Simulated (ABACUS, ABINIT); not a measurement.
Given: the input of a run of ABACUS 3.10.1 on Ru (Ruthenium). 

The input INPUT:

```
INPUT_PARAMETERS
suffix              Ru
calculation         scf
basis_type          pw
pseudo_dir          ./
symmetry            1
dft_functional      pbesol
ecutwfc             84
pseudo_rcut         7
nspin               1
nbands              20
ks_solver           dav
smearing_method     fd
smearing_sigma      0.00367493
scf_thr             1e-08
scf_nmax            100
mixing_type         broyden
mixing_beta         0.7
cal_force           1
cal_stress          1
kpar                4
```

Contents of STRU:

```
ATOMIC_SPECIES
Ru 101.0700 Ru.upf

LATTICE_CONSTANT
1.8897261246

LATTICE_VECTORS
2.7058000000 0.0000000000 0.0000000000
-1.3529000000 2.3432915376 0.0000000000
0.0000000000 0.0000000000 4.2819000000

ATOMIC_POSITIONS
Direct

Ru
0.0
2
0.6666666667 0.3333333333 0.7500000000 1 1 1
0.3333333333 0.6666666667 0.2500000000 1 1 1
```

The input KPT:

```
K_POINTS
0
Gamma
11 11 6 0 0 0
```

Potentials or basis: PseudoDojo NC SR 0.4.1 PBEsol standard, plane waves.

Run with:

```bash
$ OMP_NUM_THREADS=1 mpirun -np 4 abacus > log
```

Q: Translate it to ABINIT 10.8.3 (patched build). Potentials or basis there: PseudoDojo NC SR PBEsol v0.4.1 standard, cutoff 1143 eV.

A: As run (cutoffs and basis follow the program's own potentials, and thresholds, step limits or extra output files can differ):

File run.abi:

```
# Pseudopotentials
pp_dirpath "./"
pseudos "Ru.upf"

# Structure
acell 2.7058 2.7058 4.2819 Angstrom
rprim
     1.0000000000     0.0000000000     0.0000000000
    -0.5000000000     0.8660254038     0.0000000000
     0.0000000000     0.0000000000     1.0000000000
ntypat 1
znucl 44
natom 2
typat 1 1
xred
     0.6666666667     0.3333333333     0.7500000000
     0.3333333333     0.6666666667     0.2500000000

# Plane-wave basis
ecut 42.0

# k points
kptopt 1
ngkpt 11 11 6
nshiftk 1
shiftk 0.0 0.0 0.0

# Exchange and correlation
ixc -116133

# Bands and occupations
nband 20
occopt 3
tsmear 0.05 eV

# SCF cycle
nstep 100
tolvrs 1.0e-10

# Output
iomode 3
prtwf 0
prtden 0
prteig 0
prtebands 0
enunit 2
```

Potentials or basis: PseudoDojo NC SR PBEsol v0.4.1 standard.

Command:

```sh
$ abinit run.abi > log 2>&1
```

Both were run:

|  | ABACUS | ABINIT |
| --- | --- | --- |
| Pressure | -5.7 GPa | -5.7 GPa |

Pressure is positive in compression.
